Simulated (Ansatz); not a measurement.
Runs of Ansatz 0.2.0 on Ni. It takes space group Fm-3m (No. 225, cubic). Conventional cell: a = 3.475 Å, b = 3.475 Å, c = 3.475 Å, α = 90.00°, β = 90.00°, γ = 90.00°. Ni (site symmetry m-3m) has 12 Ni at 2.46 Å as nearest neighbours. 

```tsv
task	level	potentials or basis	U	cell	k mesh	cutoff (eV)	smearing	points for each segment of the path	hubbard projectors	double counting	q mesh	mesh quality	gap on the mesh (eV)	pressure (GPa)	moment (μB)	V0 of scaled cells (Å³/atom)	relaxed volume (Å³/atom)	B0 (GPa)
band structure	HSEsol	Ansatz PAW	-	as given	7 × 7 × 7	420	fermi-dirac 0.05 eV	4	-	-	-	coarse	none	-	0.99	-	-	-
equation of state	PBE	Ansatz PAW soft_1	-	as given	13 × 13 × 13	420	fermi-dirac 0.05 eV	-	-	-	-	not flagged	-	-	-	10.89	-	200
relaxation of cell and atoms	revPBE	Ansatz PAW	-	relaxed	13 × 13 × 13	420	fermi-dirac 0.05 eV	-	-	-	-	not flagged	-	0.0	0.64	-	(a)	-
single point	r2SCANh	Ansatz PAW	-	as given	7 × 7 × 7	500	fermi-dirac 0.05 eV	-	-	-	-	coarse	none	-	(b)	-	-	-
band structure	r2SCAN	Ansatz PAW	-	as given	13 × 13 × 13	500	fermi-dirac 0.05 eV	14	-	-	-	not flagged	none	0.1	0.70	-	-	-
relaxation of cell and atoms	PBE+D4	Ansatz PAW	-	relaxed	13 × 13 × 13	420	fermi-dirac 0.05 eV	-	-	-	-	not flagged	none	0.0	0.63	-	10.56	-
density of states	PBE+U	Ansatz PAW	Ni d U = 2 eV	as given	10 × 10 × 10	420	fermi-dirac 0.05 eV	-	ortho-atomic (the default)	fll (the default)	-	not flagged	none	8.9	0.72	-	-	-
equation of state	PBE	Ansatz PAW	-	as given	13 × 13 × 13	420	fermi-dirac 0.05 eV	-	-	-	-	not flagged	-	-	-	10.89	-	200
single point	PBE	Ansatz PAW	-	as given	13 × 13 × 13	420	gaussian 0.024 eV	-	-	-	-	not flagged	none	8.0	0.64	-	-	-
relaxation of cell and atoms	BLYP	Ansatz PAW	-	relaxed	13 × 13 × 13	420	fermi-dirac 0.05 eV	-	-	-	-	not flagged	none	0.0	(d)	-	(c)	-
single point	RPBE	Ansatz PAW	-	as given	13 × 13 × 13	420	gaussian 0.02 eV	-	-	-	-	not flagged	none	13.9	0.64	-	-	-
phonons	LDA	Ansatz PAW	-	as given	10 × 10 × 10	420	fermi-dirac 0.05 eV	8	-	-	2 × 2 × 2	not flagged	none	-	0.70	-	-	-
```

Alike in all rows: spin collinear, ferromagnetic start.

Question: Estimate the missing entries.

Answer: (a) 11.11; (b) 0.98; (c) 11.44; (d) 0.62.

Caveats: some runs use coarse meshes; the PAW data sets come from PBE, with cores solved anew for the run's functional, which leaves a small shift of forces and pressure (some runs); the magnetic or orbital state may not be the lowest (some runs); the potentials were made for another functional, which shifts forces and pressure (some runs); the plane-wave basis is chosen anew once the cell has moved, so the energies of steps on either side of that aren't comparable (some runs); pairwise dispersion overbinds metals, which lowers pressure and volume (some runs); the U is typed as a test and isn't derived for this compound (some runs).

A k mesh can miss the band edges.

A gap of «none» marks a metal or a gap under the smearing width.

Not every run made on this cell is shown here.
